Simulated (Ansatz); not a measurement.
# BP (F-43m) in Ansatz: further runs

The runs below take BP through density of states, ladder of functionals, with r2SCAN+rVV10, PBE+D3(BJ)-ATM.

Program: Ansatz 0.2.0. These are calculated values, not measurements. Logs are shortened: lines on timing, memory, paths and dates and some standing lists are left out, and cuts for length are marked.

### 1 The crystal as given

It takes space group F-43m (No. 216, cubic). Conventional cell: a = 4.538 Å, b = 4.538 Å, c = 4.538 Å, α = 90.00°, β = 90.00°, γ = 90.00°. Around P (site symmetry -43m) lie 4 B at 1.97 Å. Around B (site symmetry -43m) lie 4 P at 1.97 Å.

### 2 Density of states, r2SCAN+rVV10

input.yaml reads:

```yaml
crystal:
  lattice:
    - [0.0, 2.269, 2.269]
    - [2.269, 0.0, 2.269]
    - [2.269, 2.269, 0.0]
  atoms:
    - { symbol: P, position: [0.75, 0.75, 0.75] }
    - { symbol: B, position: [0.0, 0.0, 0.0] }
hamiltonian:
  xc: r2scan
  pseudopotentials: { kind: paw, source: jth }
  dispersion: rvv10
kpoints:
  mp_grid: { grid: [10, 10, 10] }
scf:
  occupations: { method: cold, width: 0.2 }
  n_extra_bands: 6
output:
  forces: true
  stress: true
  eigenvalues: true
  dos: { projected: false, de: 0.05, nscf_kmesh: { grid: [15, 15, 15] } }
```

Potentials or basis: JTH PAW.

The run is started by

```
$ ansatz run input.yaml --threads 1 --pin off --max-ram 2560MiB --backend cpu --events-out ev --progress --plain --runs-dir out
```

Output:

```text
Warning: the checks of this P dataset prove no rule for summing its radial tables, as where they were carried onto another mesh than they were made on, and Gregory's rule is taken, under which a leading mesh point left out moves its sums only by what lay on the interval it spanned. That does not make them correct, and they differ from Quantum ESPRESSO's on this file; a re-export a fraction of a mesh step off can move them. hamiltonian.pseudopotentials.radial_quadrature: simpson_from_first_knot sums it by `pw.x`'s rule; on a PAW file no value gives `pw.x`'s numbers. What more to know: hamiltonian.pseudopotentials.radial_quadrature, in the input reference
Warning: the checks of this B dataset prove no rule for summing its radial tables, as where they were carried onto another mesh than they were made on, and Gregory's rule is taken, under which a leading mesh point left out moves its sums only by what lay on the interval it spanned. That does not make them correct, and they differ from Quantum ESPRESSO's on this file; a re-export a fraction of a mesh step off can move them. hamiltonian.pseudopotentials.radial_quadrature: simpson_from_first_knot sums it by `pw.x`'s rule; on a PAW file no value gives `pw.x`'s numbers. What more to know: hamiltonian.pseudopotentials.radial_quadrature, in the input reference
Warning: RAYON_NUM_THREADS=1 ignored (pool sized by the plan → 1); use --threads N
scf.n_extra_bands = 6 over 4 filled bands (N_el = 8.0): the run solves 10 bands
Engine: ansatz 0.2.0, aarch64-unknown-linux-gnu
Pseudopotentials: kind: paw
Pseudopotential: P, paw, valence charge 5, recommended cutoff 840 eV (normal), P.paw.azcp
Pseudopotential: B, paw, valence charge 3, recommended cutoff 630 eV (normal), B.paw.azcp
Functional definition: r2SCAN+rVV10
  parameter k0 = 0.174
  parameter k1 = 0.065
  parameter a1 = 4.9479
  exchange = r2scan_x(k0 = k0, k1 = k1, a1 = a1)
  correlation = r2scan_c + rvv10(11.95, 0.0093)
Crystal: 2 atoms, lattice volume = 23.363 Å³
Basis set: ecut = 840 eV, 1291 PW (Γ), exchange–correlation on 144×144×144 points (64 copies of the dense FFT grid, shifted against one another)
Bands: 10, of which v1, the nominal top of the filled ones, is band 4 counted from 1 (3 counted from 0)
Symmetry: 24 space group operations
Space group: F-43m (ITA 216), of the structure as read, at distance tolerance 2.9e-5 Å
k-points: 47 of 1000 (time reversal used)
Non-local potential: P, projectors of the file, l = 0: 2, l = 1: 2
Non-local potential: B, projectors of the file, l = 0: 2, l = 1: 2
PAW form: soft (Blöchl's): semilocal exchange-correlation on the pseudo side does not see the compensation charge
rVV10 density: all electrons in the spheres
PAW frozen core: P, regenerated for the run's functional (the file was generated under x = pbe(κ = 0.804, μ = 0.2195149727645171), c = pbe(β = 0.06672455060314922))
PAW frozen core: B, regenerated for the run's functional (the file was generated under x = pbe(κ = 0.804, μ = 0.2195149727645171), c = pbe(β = 0.06672455060314922))
PAW one-centre angular grid: P, 302 points (default); XC on 160 Gauss nodes
PAW one-centre angular grid: B, 302 points (default); XC on 160 Gauss nodes
Initial density: superposition of atomic densities (chi_scale 0.1, normalization cell, long waves kept (reshape's long-wave potential 0.00 eV rms))
Initial wavefunctions: pseudopotential atomic-orbital guess
Functional: x = r2scan, c = r2scan + rvv10(b = 11.95, C = 0.0093); τ floored in thin density (d = 2e-4 eV/Å³)
SCF iter   1: F=—  HF=-916.342652 eV  |F-HF|=—  |Δ(HF+E_count)|=         —  Δρ=8.66e-2  dr2=1.90e0  dr2_τ=1.49e-1  ethr=3.10e-3  ⟨swp⟩=8.6  Hψ=5217  notcnv=0
preconditioner: auto → none  [insulator: Δε(μ)=1.884 eV  Ē_g=16.075 eV  σ=0.200 eV  W_gap=1.00  n_scr=0 (ndim 8)  ℏωp=21.7 eV  f_vac=0.000  D(μ)=-0.00/eV (n_scr^D=0)  ε∞_Penn≈2.8]
SCF iter   2: F=—  HF=-915.978086 eV  |F-HF|=—  |Δ(HF+E_count)|=   3.65e-1  S|Δr|=   6.88e-8  Δρ=3.12e-2  dr2=1.51e-1  dr2_τ=1.50e-2  ethr=3.10e-3  ⟨swp⟩=2.3  Hψ=1197  notcnv=0  defer=82
SCF iter   3: F=—  HF=-915.989757 eV  |F-HF|=—  |Δ(HF+E_count)|=   1.17e-2  S|Δr|=   8.87e-8  Δρ=1.15e-2  dr2=1.87e-2  dr2_τ=7.73e-4  ethr=1.88e-3  ⟨swp⟩=3.0  Hψ=770  notcnv=0  defer=82
SCF iter   4: F=—  HF=-915.994294 eV  |F-HF|=—  |Δ(HF+E_count)|=   4.54e-3  S|Δr|=   9.75e-8  Δρ=1.48e-3  dr2=2.63e-4  dr2_τ=6.92e-6  ethr=2.34e-4  ⟨swp⟩=2.0  Hψ=572  notcnv=0  defer=82
SCF iter   5: F=—  HF=-915.994421 eV  |F-HF|=—  |Δ(HF+E_count)|=   1.27e-4  S|Δr|=   3.22e-8  Δρ=1.13e-4  dr2=1.14e-6  dr2_τ=9.42e-8  ethr=3.29e-6  ⟨swp⟩=2.1  Hψ=579  notcnv=0  defer=82
SCF iter   6: F=—  HF=-915.994422 eV  |F-HF|=—  |Δ(HF+E_count)|=   9.46e-7  S|Δr|=  8.84e-10  Δρ=2.05e-5  dr2=2.31e-8  dr2_τ=2.02e-9  ethr=1.25e-9  ⟨swp⟩=14.7  Hψ=4222  notcnv=0
SCF iter   7: F=-915.994422 eV  HF=-915.994422 eV  |F-HF|=1.35e-10  |Δ(HF+E_count)|=   4.28e-8  S|Δr|=  2.68e-10  Δρ=1.66e-6  dr2=4.76e-10  dr2_τ=2.79e-10  ethr=2.89e-10  ⟨swp⟩=3.9  Hψ=1697  notcnv=0
SCF 1 converged in 7 iterations: F = -915.994422 eV  dr2 = 4.76e-10
NSCF: frozen V_eff on 120 k-points
SCF converged after 7 iterations
Stability not checked: this state was not tested for a lower state beside it, because cold or Methfessel-Paxton smearing, or corrected tetrahedra, fill the levels in a way that the test cannot read (fill_not_monotonic; see scf.lower_state_search)
Free energy (F): -915.994422 eV
F+E_penalty+E_count: -915.994422 eV  (lagrangian_ev)
Harris-Foulkes:  -915.994422 eV  (|F-HF|=1.35e-10)
Internal energy: -915.994422 eV  (E = F + TS)
E sigma→0 (E₀):  -915.994422 eV
Fermi energy:    10.040960 eV
Step filling:    the computed levels leave a gap of 1.4055 eV = 7.0 smearing widths at the electron count; against every level under it full and every level over it empty, smearing changes F+E_penalty+E_count by +4.89e-8 meV and its σ→0 estimate by -1.38e-6 meV
--- Per-component energies (eV) ---
  E_band       = 18.820117
  E_kinetic    = 118.287271
  E_local      = -71.623143  (includes V_loc(G=0)·N_el)
  E_nonlocal   = 52.191783
  E_hartree    = 17.081000
  E_xc         = -89.380174
  E_vxc        = -113.132406  (∫ρ·V_xc dr)
  E_paw        = -656.945734  (= ΣΔE_a)
  E_vpaw       = -6.090327  (= ΣTr[D̂ρ^β])
  E_aug_tail   = -0.000016  (compensation charges beyond the density's cutoff)
  E_vtau       = 5.025076  (kinetic-family band-sum trace: ∫τ·v_τ [+ j·A + Jᵃ·Aᵃ] dr)
  E_ewald      = -285.491518
  E_core_change = -0.113892  (= ΣΔE_core)
  E_smearing   = 0.000000  (= −TS)
  E_closure    = -0.000000  (closes the sum)
  E_count      = -0.000000  (occupations off the electron count; not in F)
  Σ components = -915.994422   (vs F -915.994422, Δ=0.00e0)
--- Forces (eV/Å), atoms counted from 1 ---
  atom   1  P      0.00000000     0.00000000    -0.00000000
  atom   2  B     -0.00000000     0.00000000    -0.00000000
  max |Σ_I F_I| component: 7.86e-17 eV/Å
--- Stress (GPa, compression-positive) ---
       -0.831099       0.000000      -0.000000
       -0.000000      -0.831099       0.000000
       -0.000000       0.000000      -0.831099
  P = ⅓ Tr σ = -0.8311 GPa (-8.311 kbar)
--- Band table (eV; the first three rows and the last of 47) ---
  k-point 0: bands = ["-7.0839", "9.2134", "9.2134", "9.2134", "12.8200", "12.8200", "12.8200", "17.1729", "21.5540", "21.7815"]
  k-point 1: bands = ["-6.8943", "7.8335", "8.8989", "8.8989", "13.2558", "13.2558", "13.3121", "17.7179", "21.1168", "21.1168"]
  k-point 2: bands = ["-6.3327", "5.3602", "8.3026", "8.3026", "13.5565", "14.0230", "14.0230", "18.9706", "20.5249", "20.5249"]
  k-point 46: bands = ["-1.6582", "0.5100", "3.4033", "3.5743", "14.1719", "14.9897", "17.9737", "18.4627", "22.9110", "26.3265"]
```

Run time: 16 s. Hardware: 1 thread of Arm Neoverse V2, shared host; peak memory 0.48 GiB.

These settings aren't checked as converged (typed here: scf.occupations.method = cold; scf.occupations.width = 0.2): the numbers below hold their error.

What came out:

* Free energy: -915.9944 eV
* Pressure: -0.8 GPa
* Band gap on the k mesh: 1.41 eV, indirect (least direct gap 3.61 eV)

### 3 Ladder of functionals, PBE+D3(BJ)-ATM

input.yaml reads:

```yaml
crystal:
  lattice: { a: 4.538, b: 4.538, c: 4.538, alpha: 90.0, beta: 90.0, gamma: 90.0 }
  space_group: 216
  reduce_to_primitive: true
  atoms:
    - { symbol: P, wyckoff: "4c", position: [0.25, 0.25, 0.25] }
    - { symbol: B, wyckoff: "4a", position: [0.0, 0.0, 0.0] }
hamiltonian:
  xc: pbe
  pseudopotentials: { kind: nc, accuracy: standard }
  dispersion: d3bjatm
kpoints:
  mp_grid: { grid: [10, 10, 10] }
scf:
  occupations: { method: fermi_dirac, width: 0.05 }
output:
  forces: true
  stress: true
  eigenvalues: true
  xc_energy_on_converged_density: [lda, pbesol, rpbe, revpbe, blyp, r2scan]
```

Potentials or basis: PseudoDojo standard (PBE files).

The run is started by

```
$ ansatz run input.yaml --threads 1 --pin off --max-ram 2560MiB --backend cpu --events-out ev --progress --plain --runs-dir out
```

Output:

```text
Warning: RAYON_NUM_THREADS=1 ignored (pool sized by the plan → 1); use --threads N
crystal.space_group: 216 is read as F-43m: the typed cell holds P4B4 (P 4c, B 4a). Least distances (Å): P–P 3.209, P–B 1.965, B–B 3.209
crystal.space_group generates its sites in this order, which a site index counts, at these fractional coordinates of the primitive cell where crystal.reduce_to_primitive is true, and else of the cell that is read (crystal.supercell repeats the list replica by replica, and crystal.defects acts on that): 0: P [0.250000, 0.250000, 0.250000]; 1: B [0.000000, 0.000000, 0.000000];
[... 1 set-up line as earlier in the session ...]
Pseudopotentials: kind: nc
Pseudopotential: P, nc, valence charge 5, recommended cutoff 598.650497 eV (normal), P.nc.azcp (PseudoDojo's, or run here from an input of PseudoDojo's; its table is named by hamiltonian.pseudopotentials.accuracy)
Pseudopotential: B, nc, valence charge 3, recommended cutoff 1034.032677 eV (normal), B.nc.azcp (PseudoDojo's, or run here from an input of PseudoDojo's; its table is named by hamiltonian.pseudopotentials.accuracy)
Functional definition: PBE
  parameter kappa = 0.804
  parameter beta = 0.06672455060314922
  exchange = pbe_x(kappa = kappa, mu = beta*pi^2/3)
  correlation = pbe_c(beta = beta)
Crystal: 2 atoms, lattice volume = 23.363 Å³
Basis set: ecut = 1034.032677 eV, 1807 PW (Γ), exchange–correlation on 72×72×72 points (8 copies of the dense FFT grid, shifted against one another)
Bands: 8, of which v1, the nominal top of the filled ones, is band 4 counted from 1 (3 counted from 0)
[... 2 set-up lines as earlier in the session ...]
k-points: 47 of 1000 (time reversal used)
Non-local potential: P, projectors of the file, l = 0: 2, l = 1: 2, l = 2: 2
[... 3 set-up lines as earlier in the session ...]
Functional: x = pbe(κ = 0.804, μ = 0.2195149727645171), c = pbe(β = 0.06672455060314922)
Listed functional: x = slater, c = lda
Listed functional: x = pbesol(κ = 0.804, μ = 0.12345679012345678), c = pbesol(β = 0.046)
Listed functional: x = rpbe, c = pbe(β = 0.06672455060314922)
Listed functional: x = revpbe(κ = 1.245, μ = 0.2195149727645171), c = pbe(β = 0.06672455060314922)
Listed functional: x = b88, c = lyp
Listed functional: x = r2scan, c = r2scan; τ floored in thin density (d = 2e-4 eV/Å³)
SCF iter   1: F=—  HF=-270.611799 eV  |F-HF|=—  |Δ(HF+E_count)|=         —  Δρ=9.19e-2  dr2=2.21e0  ethr=3.10e-3  ⟨swp⟩=6.3  Hψ=3601  notcnv=0
preconditioner: auto → none  [insulator: Δε(μ)=1.940 eV  Ē_g=12.931 eV  σ=0.050 eV  W_gap=1.00  n_scr=0 (ndim 8)  ℏωp=21.7 eV  f_vac=0.000  D(μ)=0.00/eV (n_scr^D=0)  ε∞_Penn≈3.8]
SCF iter   2: F=—  HF=-269.946623 eV  |F-HF|=—  |Δ(HF+E_count)|=   6.65e-1  Δρ=2.99e-2  dr2=1.55e-1  ethr=3.10e-3  ⟨swp⟩=3.2  Hψ=1275  notcnv=0
SCF iter   3: F=—  HF=-269.914568 eV  |F-HF|=—  |Δ(HF+E_count)|=   3.21e-2  Δρ=1.18e-2  dr2=2.03e-2  ethr=1.94e-3  ⟨swp⟩=2.8  Hψ=622  notcnv=0
SCF iter   4: F=—  HF=-269.912497 eV  |F-HF|=—  |Δ(HF+E_count)|=   2.07e-3  Δρ=1.33e-3  dr2=1.91e-4  ethr=2.54e-4  ⟨swp⟩=2.8  Hψ=684  notcnv=0
SCF iter   5: F=—  HF=-269.912595 eV  |F-HF|=—  |Δ(HF+E_count)|=   9.78e-5  Δρ=1.33e-4  dr2=2.81e-6  ethr=2.38e-6  ⟨swp⟩=2.1  Hψ=524  notcnv=0
SCF iter   6: F=—  HF=-269.912596 eV  |F-HF|=—  |Δ(HF+E_count)|=   1.13e-6  Δρ=1.69e-5  dr2=7.82e-8  ethr=1.25e-9  ⟨swp⟩=7.9  Hψ=2445  notcnv=0
SCF iter   7: F=-269.912596 eV  HF=-269.912596 eV  |F-HF|=1.67e-10  |Δ(HF+E_count)|=   1.43e-8  Δρ=2.02e-6  dr2=8.27e-10  ethr=9.78e-10  ⟨swp⟩=3.0  Hψ=1447  notcnv=0
SCF 1 converged in 7 iterations: F = -269.912596 eV  dr2 = 8.27e-10
SCF converged after 7 iterations
Free energy (F): -269.912596 eV
Harris-Foulkes:  -269.912596 eV  (|F-HF|=1.67e-10)
Internal energy: -269.912596 eV  (E = F + TS)
E sigma→0 (E₀):  -269.912596 eV
Entropy (-TS):   -0.000000 eV (-0.000 meV/atom)
Fermi energy:    9.847508 eV
--- Per-component energies (eV) ---
  E_band       = 21.990496
  E_kinetic    = 126.363281
  E_local      = -64.978464  (includes V_loc(G=0)·N_el)
  E_nonlocal   = 28.040340
  E_hartree    = 17.160873
  E_xc         = -90.401221
  E_vxc        = -101.756283  (∫ρ·V_xc dr)
  E_ewald      = -285.491518
  E_disp       = -0.605887  (pairwise vdW)
  E_smearing   = -0.000000  (= −TS)
  E_closure    = 0.000000  (closes the sum)
  Σ components = -269.912596   (vs F -269.912596, Δ=0.00e0)
--- Forces (eV/Å), atoms counted from 1 ---
  atom   1  P      0.00000000    -0.00000000    -0.00000000
  atom   2  B     -0.00000000     0.00000000     0.00000000
  max |Σ_I F_I| component: 5.09e-17 eV/Å
--- Stress (GPa, compression-positive) ---
       -2.876744      -0.000000      -0.000000
       -0.000000      -2.876744      -0.000000
       -0.000000      -0.000000      -2.876744
  P = ⅓ Tr σ = -2.8767 GPa (-28.767 kbar)
--- E_xc of listed functionals on the converged density (eV per cell; not total energies) ---
  on the closing iteration's output density plus the core of the run's pseudopotentials (for a meta-GGA, its output tau too, plus the cores' where a run under it adds that), as the run's own E_xc is; on PAW an entry holds the one-centre parts besides; self-consistent for pbe alone
  E_xc = -89.997213  lda
  E_xc = -89.872900  pbesol
  E_xc = -90.500167  rpbe
  E_xc = -90.471626  revpbe
  E_xc = -88.000654  blyp
  E_xc = -91.555822  r2scan
--- Band table (eV; the first three rows and the last of 47) ---
  k-point 0: bands = ["-6.2184", "9.2401", "9.2401", "9.2401", "12.6474", "12.6474", "12.6474", "16.5984"]
  k-point 1: bands = ["-6.0382", "7.9406", "8.9460", "8.9460", "13.0539", "13.0539", "13.0796", "17.1220"]
  k-point 2: bands = ["-5.5046", "5.6004", "8.3874", "8.3874", "13.2735", "13.7712", "13.7712", "18.2988"]
  k-point 46: bands = ["-1.1218", "1.1203", "3.7156", "3.8838", "13.8514", "14.6552", "17.4708", "17.9139"]
```

It took 3.9 s on 1 thread of Arm Neoverse V2, shared host; peak memory 0.32 GiB.

What came out:

* Free energy: -269.9126 eV
* Pressure: -2.9 GPa
* Band gap on the k mesh: 1.25 eV, indirect (least direct gap 3.41 eV)

A k mesh can miss the band edges. As with any semilocal functional, this PBE gap is likely too small.

### 4 Ladder of functionals, PBE+D3(BJ)-ATM

input.yaml reads:

```yaml
crystal:
  lattice:
    - [0.0, 2.269, 2.269]
    - [2.269, 0.0, 2.269]
    - [2.269, 2.269, 0.0]
  atoms:
    - { symbol: P, position: [0.75, 0.75, 0.75] }
    - { symbol: B, position: [0.0, 0.0, 0.0] }
hamiltonian:
  xc: pbe
  pseudopotentials: { kind: nc, accuracy: standard }
  dispersion: d3bjatm
kpoints:
  mp_grid: { grid: [10, 10, 10] }
scf:
  occupations: { method: fermi_dirac, width: 0.05 }
output:
  forces: true
  stress: true
  eigenvalues: true
  xc_energy_on_converged_density: [lda, pbesol, rpbe, revpbe, blyp, r2scan]
```

Potentials or basis: PseudoDojo standard (PBE files).

The run is started by

```
$ ansatz run input.yaml --threads 1 --pin off --max-ram 2560MiB --backend cpu --events-out ev --progress --plain --runs-dir out
```

Output:

```text
Warning: RAYON_NUM_THREADS=1 ignored (pool sized by the plan → 1); use --threads N
[... 9 set-up lines as earlier in the session ...]
Crystal: 2 atoms, lattice volume = 23.363 Å³
Basis set: ecut = 1034.032677 eV, 1807 PW (Γ), exchange–correlation on 72×72×72 points (8 copies of the dense FFT grid, shifted against one another)
Bands: 8, of which v1, the nominal top of the filled ones, is band 4 counted from 1 (3 counted from 0)
[... 2 set-up lines as earlier in the session ...]
k-points: 47 of 1000 (time reversal used)
[... 38 lines left out ...]
  E_closure    = 0.000000  (closes the sum)
  Σ components = -269.912596   (vs F -269.912596, Δ=0.00e0)
--- Forces (eV/Å), atoms counted from 1 ---
  atom   1  P      0.00000000    -0.00000000    -0.00000000
  atom   2  B     -0.00000000     0.00000000    -0.00000000
  max |Σ_I F_I| component: 2.78e-16 eV/Å
--- Stress (GPa, compression-positive) ---
       -2.876744      -0.000000      -0.000000
        0.000000      -2.876744       0.000000
        0.000000       0.000000      -2.876744
  P = ⅓ Tr σ = -2.8767 GPa (-28.767 kbar)
--- E_xc of listed functionals on the converged density (eV per cell; not total energies) ---
  on the closing iteration's output density plus the core of the run's pseudopotentials (for a meta-GGA, its output tau too, plus the cores' where a run under it adds that), as the run's own E_xc is; on PAW an entry holds the one-centre parts besides; self-consistent for pbe alone
  E_xc = -89.997213  lda
  E_xc = -89.872900  pbesol
  E_xc = -90.500167  rpbe
  E_xc = -90.471626  revpbe
  E_xc = -88.000654  blyp
  E_xc = -91.555822  r2scan
--- Band table (eV; the first three rows and the last of 47) ---
  k-point 0: bands = ["-6.2184", "9.2401", "9.2401", "9.2401", "12.6474", "12.6474", "12.6474", "16.5984"]
  k-point 1: bands = ["-6.0382", "7.9406", "8.9460", "8.9460", "13.0539", "13.0539", "13.0796", "17.1220"]
  k-point 2: bands = ["-5.5046", "5.6004", "8.3874", "8.3874", "13.2735", "13.7712", "13.7712", "18.2988"]
  k-point 46: bands = ["-1.1218", "1.1203", "3.7156", "3.8838", "13.8514", "14.6552", "17.4708", "17.9139"]
```

Wall time 3.9 s (1 thread of Arm Neoverse V2, shared host); peak memory 0.32 GiB.

Results:

| Property | Result |
| --- | --- |
| Free energy | -269.9126 eV |
| Pressure | -2.9 GPa |
| Band gap on the k mesh | 1.25 eV, indirect (least direct gap 3.41 eV) |

A k mesh can miss the band edges. Expect the measured gap to be larger: semilocal functionals such as PBE lack the derivative discontinuity.
